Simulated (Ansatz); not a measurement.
# Li2Se: how the settings move a single-point run

How sensitive is a single-point run of Li2Se to its settings? A reference run comes first, then four runs with altered input.

Program: Ansatz 0.2.0. Level of theory: reference: DFT, HSE06, plane waves, PAW. These are calculated values, not measurements.

3 further runs of the same task are left out: 1 for a known fault of the program, 2 that didn't finish.

## Step 1: The system as given

Symmetry: Fm-3m, No. 225, cubic system. Conventional cell: a = 5.987 Å, b = 5.987 Å, c = 5.987 Å, α = 90.00°, β = 90.00°, γ = 90.00°. Se (site symmetry m-3m) is surrounded by 8 Li at 2.59 Å. Li (site symmetry -43m) has 4 Se at 2.59 Å as nearest neighbours.

Structure file:

```
CELL_PARAMETERS angstrom
0.00000 2.99352 2.99352
2.99352 0.00000 2.99352
2.99352 2.99352 0.00000
ATOMIC_POSITIONS crystal
Se 0.00000 0.00000 0.00000
Li 0.25000 0.25000 0.25000
Li 0.75000 0.75000 0.75000
```

## Step 2: The reference run

Input file input.yaml:

```yaml
crystal:
  lattice:
    - [0.0, 2.9935210596, 2.9935210596]
    - [2.9935210596, 0.0, 2.9935210596]
    - [2.9935210596, 2.9935210596, 0.0]
  atoms:
    - { symbol: Se, position: [0.0, 0.0, 0.0] }
    - { symbol: Li, position: [0.25, 0.25, 0.25] }
    - { symbol: Li, position: [0.75, 0.75, 0.75] }
kpoints:
  mp_grid: { grid: [4, 4, 4] }
hamiltonian:
  xc: hse06
scf:
  occupations: { method: fixed }
  n_extra_bands: 4
output:
  forces: true
  stress: true
  eigenvalues: true
```

Launch:

```bash
ansatz run input.yaml --threads 4 --pin off --max-ram 3686MiB --backend cpu --events-out ev --progress --plain --runs-dir out
```

## Step 3: Variant: exchange pbe, correlation pbe, coeff 0.35, omega 0.2078

input.yaml: that of step 2 with these lines changed.

```diff
@@ -12,3 +12,6 @@
 hamiltonian:
-  xc: hse06
+  xc:
+    exchange: pbe
+    correlation: pbe
+    exx: { coeff: 0.35, omega: 0.2078 }
 scf:
```

## Step 4: Changed: exchange pbe, correlation pbe, coeff 0.05, omega 0.2078

input.yaml: that of step 2 with these lines changed.

```diff
@@ -12,3 +12,6 @@
 hamiltonian:
-  xc: hse06
+  xc:
+    exchange: pbe
+    correlation: pbe
+    exx: { coeff: 0.05, omega: 0.2078 }
 scf:
```

## Step 5: Variant: exchange pbe, correlation pbe, coeff 0.5, omega 0.3

input.yaml: that of step 2 with these lines changed.

```diff
@@ -12,3 +12,3 @@
 hamiltonian:
-  xc: hse06
+  xc: { exchange: pbe, correlation: pbe, exx: { coeff: 0.5, omega: 0.3 } }
 scf:
```

## Step 6: Variant: exchange pbe, correlation pbe, coeff 0.2, omega 0.2078

input.yaml: that of step 2 with these lines changed.

```diff
@@ -12,3 +12,6 @@
 hamiltonian:
-  xc: hse06
+  xc:
+    exchange: pbe
+    correlation: pbe
+    exx: { coeff: 0.2, omega: 0.2078 }
 scf:
```

**Question.** What will these runs give? Wanted: for each run, ending; energy change; pressure; gap; force.

As calculated:

```tsv
run	ending	energy change	pressure (GPa)	gap (eV)	force (eV/Å)	cycles	time
reference	converged	-	-0.3	3.82	0.00	11	12 s
1: exchange pbe, correlation pbe, coeff 0.35, omega 0.2078	converged	not comparable	-0.5	4.17	0.00	13	12 s
2: exchange pbe, correlation pbe, coeff 0.05, omega 0.2078	converged	not comparable	0.3	3.14	0.00	9	11 s
3: exchange pbe, correlation pbe, coeff 0.5, omega 0.3	converged	not comparable	-0.7	4.32	0.00	16	13 s
4: exchange pbe, correlation pbe, coeff 0.2, omega 0.2078	converged	not comparable	-0.1	3.64	0.00	10	12 s
```

Residual by cycle in the longest SCF loop of each run; runs are numbered as in the table. The quantity is the density residual dr2, in eV.

```tsv
cycle	reference	run 1	run 2	run 3	run 4
1	0.00254	0.00454	1.2e-4	0.00833	0.00175
2	7.0e-4	0.00119	3.7e-5	0.00205	4.9e-4
3	2.4e-4	6.8e-4	4.4e-6	0.0016	1.2e-4
4	2.8e-5	7.2e-5	2.2e-7	1.7e-4	1.3e-5
5	1.7e-6	1.2e-5	7.9e-9	4.7e-5	6.3e-7
6	-	1.2e-6	-	4.4e-6	-
```

**Reading.** The totals of these runs aren't set against each other here.
